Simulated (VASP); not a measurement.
**HgTe in VASP 6.6.1, relaxation**

INCAR

```
IBRION = 2
NSW = 30
EDIFF = 1E-7
GGA = PS
LWAVE = .FALSE.
NELM = 54
LASPH = .TRUE.
NBANDS = 16
ISMEAR = 2
PREC = Accurate
LREAL = .FALSE.
SIGMA = 0.8
ISIF = 3
ENCUT = 600
EDIFFG = -5E-3
LCHARG = .FALSE.
```

KPOINTS

```
KPOINTS created by Atomic Simulation Environment
0
Gamma
6 6 6
0 0 0
```

POSCAR

```
Hg Te
 1.0000000000000000
     0.0000000000000000    3.3260106980988229    3.3260106980988229
     3.3260106980988229    0.0000000000000000    3.3260106980988229
     3.3260106980988229    3.3260106980988229    0.0000000000000000
 Hg  Te
   1   1
Cartesian
  0.0000000000000000  0.0000000000000000 -0.0000000000000000
  1.6630053490494114  1.6630053490494114  1.6630053490494114
```

The recommended PBE PAW datasets give the neutral cell 18 valence electrons.

Command

```
mpirun -np 1 vasp_std
```

OSZICAR

```
N       E                     dE             d eps       ncg     rms          rms(c)
DAV:   1     0.113352922317E+03    0.11335E+03   -0.86239E+03   512   0.108E+03
DAV:   2    -0.347846490488E+00   -0.11370E+03   -0.10541E+03   568   0.237E+02
DAV:   3    -0.451303898344E+01   -0.41652E+01   -0.41502E+01   648   0.466E+01
DAV:   4    -0.455205609330E+01   -0.39017E-01   -0.39014E-01   752   0.407E+00
DAV:   5    -0.455215228313E+01   -0.96190E-04   -0.96189E-04   664   0.200E-01    0.628E+00
DAV:   6    -0.433873292713E+01    0.21342E+00   -0.42455E-01   592   0.848E+00    0.518E+00
DAV:   7    -0.432997965461E+01    0.87533E-02   -0.86169E-02   568   0.195E+00    0.209E+00
DAV:   8    -0.432820890549E+01    0.17707E-02   -0.80936E-03   576   0.101E+00    0.490E-01
DAV:   9    -0.432797974625E+01    0.22916E-03   -0.68944E-04   696   0.284E-01    0.806E-02
DAV:  10    -0.432799235441E+01   -0.12608E-04   -0.78913E-05   584   0.806E-02    0.442E-02
...
DAV:   1    -0.438867865164E+01   -0.30597E-01   -0.53601E-01   600   0.782E+00    0.134E+00
DAV:   2    -0.436290879620E+01    0.25770E-01   -0.57468E-02   544   0.318E+00    0.451E-01
DAV:   3    -0.436025190959E+01    0.26569E-02   -0.59289E-03   608   0.687E-01    0.431E-01
DAV:   4    -0.435979487812E+01    0.45703E-03   -0.78076E-04   576   0.187E-01    0.748E-02
DAV:   5    -0.435976138947E+01    0.33489E-04   -0.10350E-04   600   0.112E-01    0.579E-02
DAV:   6    -0.435976172435E+01   -0.33488E-06   -0.19924E-05   552   0.385E-02    0.175E-02
DAV:   7    -0.435976104806E+01    0.67629E-06   -0.54206E-06   664   0.272E-02    0.302E-03
DAV:   8    -0.435976137887E+01   -0.33081E-06   -0.80667E-07   552   0.900E-03    0.224E-03
DAV:   9    -0.435976134265E+01    0.36218E-07   -0.49031E-08   416   0.240E-03
   3 F= -.43597613E+01 E0= -.43618498E+01  d E =-.317622E-01
```

Standard output (part)

```
POSCAR found type information on POSCAR HgTe
 POSCAR found :  2 types and       2 ions
 LDA part: xc-table for (Slater+PW92), standard interpolation
 POSCAR, INCAR and KPOINTS ok, starting setup
 WAVECAR not read
 entering main loop
 curvature:   0.00 expect dE= 0.000E+00 dE for cont linesearch  0.000E+00
 search vector abs. value=  0.743E-01
 bond charge predicted
 trial-energy change:   -0.030083  1 .order   -0.027917   -0.074308    0.018473
 bond charge predicted
 curvature:  -0.40 expect dE=-0.978E-07 dE for cont linesearch -0.978E-07
 search vector abs. value=  0.247E-06
 reached required accuracy - stopping structural energy minimisation
```

From OUTCAR

```
k-points           NKPTS =     16   k-points in BZ     NKDIM =     16   number of bands    NBANDS=     16

   NELECT =      18.0000    total number of electrons

   dimension x,y,z NGX =    40 NGY =   40 NGZ =   40
   dimension x,y,z NGXF=    80 NGYF=   80 NGZF=   80

  energy-cutoff  :      600.00
  volume of cell :       69.24
      direct lattice vectors                 reciprocal lattice vectors
    -0.000000000  3.259229619  3.259229619    -0.153410486  0.153410486  0.153410486
     3.259229619  0.000000000  3.259229619     0.153410486 -0.153410486  0.153410486
     3.259229619  3.259229619 -0.000000000     0.153410486  0.153410486 -0.153410486

 k-points in reciprocal lattice and weights: KPOINTS created by Atomic Simulation Env
   0.00000000  0.00000000  0.00000000       0.005
   0.16666667  0.00000000  0.00000000       0.037
   0.33333333  0.00000000  0.00000000       0.037
   0.50000000  0.00000000  0.00000000       0.019
   0.16666667  0.16666667  0.00000000       0.028
   0.33333333  0.16666667  0.00000000       0.111
   0.50000000  0.16666667  0.00000000       0.111
  -0.33333333  0.16666667  0.00000000       0.111
   ...

 E-fermi :   2.7759

 k-point     1 :       0.0000    0.0000    0.0000
  band No.  band energies     occupation
      1      -9.1486      2.00000
      2      -4.5114      2.00000
      3      -4.5114      2.00000
      4      -4.5114      2.00000
      5      -4.0068      2.00000
      6      -4.0068      2.00000
      7       1.8285      2.07839
      8       2.6952      1.21180
      9       2.6952      1.21180
     10       2.6952      1.21180
     11       6.9166      0.00000
     12       6.9166      0.00000
     13       6.9166      0.00000
     14       9.0131      0.00000
     15      12.1932      0.00000
     16      12.1932      0.00000

 k-point     2 :       0.1667    0.0000    0.0000
  band No.  band energies     occupation
      1      -9.0213      2.00000
      2      -4.4770      2.00000
      3      -4.4770      2.00000
      4      -4.4569      2.00000
      5      -4.0095      2.00000
      6      -4.0095      2.00000
      7       0.3175      1.99958
      8       2.4177      1.81449
      9       2.4177      1.81449
     10       3.4277     -0.08638
     11       6.9154      0.00000
     12       7.2798      0.00000
     13       7.2798      0.00000
     14      10.3211      0.00000
     15      11.1977      0.00000
     16      11.1977      0.00000

 k-point     3 :       0.3333    0.0000    0.0000
  band No.  band energies     occupation
      1      -8.7480      2.00000
      2      -4.4173      2.00000
      3      -4.4173      2.00000
      4      -4.1785      2.00000
      5      -4.0008      2.00000
      6      -4.0008      2.00000
      7      -1.5690      2.00000
      8       1.9530      2.10021
      9       1.9530      2.10021
     10       3.4283     -0.08660
     11       7.6663      0.00000
     12       7.6663      0.00000
     13       8.3958      0.00000
     14      10.1499      0.00000
     15      11.5005      0.00000
     16      11.5005      0.00000

 ...

  Total        0.0018469      0.0018469      0.0018469     -0.0000000      0.0000000     -0.0000000
  in kB        0.0427348      0.0427348      0.0427348     -0.0000000      0.0000000     -0.0000000
  external PRESSURE =       0.0427348 kB  Pullay stress =       0.0000000 kB

 POSITION                                       TOTAL-FORCE (eV/Angst)
 -----------------------------------------------------------------------------------
      0.00000      0.00000      0.00000        -0.000000     -0.000000     -0.000000
      1.62961      1.62961      1.62961         0.000000      0.000000      0.000000
 -----------------------------------------------------------------------------------
    total drift:                                0.000000      0.000000      0.000000

  FREE ENERGIE OF THE ION-ELECTRON SYSTEM (eV)
  ---------------------------------------------------
  free  energy   TOTEN  =        -4.3597613427 eV

  energy  without entropy=       -4.3681150841  energy(sigma->0) =       -4.36184978
```

```json
{"ionic step": "1", "ΔE (meV/atom)": "0.0", "volume (Å³)": "73.59", "largest force (eV/Å)": "0.000", "pressure (GPa)": "-2.21", "electronic steps": "13"}
{"ionic step": "2", "ΔE (meV/atom)": "-15.0", "volume (Å³)": "68.32", "largest force (eV/Å)": "0.000", "pressure (GPa)": "0.59", "electronic steps": "11"}
{"ionic step": "3", "ΔE (meV/atom)": "-15.9", "volume (Å³)": "69.24", "largest force (eV/Å)": "0.000", "pressure (GPa)": "0.00", "electronic steps": "9"}
```

It converged. Results: relaxed cell vector lengths 4.609, 4.609, 4.609 Å; relaxed cell volume 69.24 Å³.

One setting is odd (smearing far too wide), but here it hardly changes the result.

On sound settings the PBEsol relaxation ends at 69.29 Å³.

The run took about 1.8 min on one core of a shared host (Intel Xeon Platinum 8488C) and held 0.25 GiB at most.
